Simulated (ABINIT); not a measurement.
Crystal: B.

```xyz
2
Lattice="1.6246 0.0000 0.0000 0.0000 2.8662 0.0000 0.0000 0.0000 3.9144" Properties=species:S:1:pos:R:3 pbc="T T T"
B     0.0000    1.4331    2.3849
B     0.8123    0.0000    1.5295
```

The cell was built by a generator and needn't be a form met in nature.

```yaml
Program: ABINIT 10.8.3 (patched build)
Task: single point
Functional: PBE
Potentials_or_basis: JTH PAW PBE v2.0
Cutoff: 408 eV
k_mesh: 16 × 9 × 7
Occupations: fermi-dirac, width 0.05 eV
Spin: no spin polarisation
```

On this cell: pressure 0.3 GPa; largest force 0.013 eV/Å; band gap on the k mesh none (metal or under the smearing width).

The same run follows on a disturbed copy (atoms moved at random, drawn with an rms of 0.05 Å):

```xyz
2
Lattice="1.6246 0.0000 0.0000 0.0000 2.8662 0.0000 0.0000 0.0000 3.9144" Properties=species:S:1:pos:R:3 pbc="T T T"
B     0.0000    1.4677    2.4109
B     0.8351    0.0157    1.5561
```

Question: What does the disturbed cell give?

Answer: The energy (extrapolated to zero smearing) moves by +2.1 meV/atom; pressure 0.4 GPa; largest force 0.280 eV/Å; band gap on the k mesh none (metal or under the smearing width).

Forces in eV/Å, atoms in the order of the input:
```
B    0.227 -0.162  0.024
B   -0.227  0.162 -0.024
```

Stress tensor (GPa, compression positive):
```
-0.39 -0.15  1.70
-0.15  1.89 -1.22
 1.70 -1.22 -0.37
```

Caveats: the atomic spheres overlap; this functional lacks dispersion, which binds the layers, so the pressure and a relaxed spacing across them are unreliable (some runs).
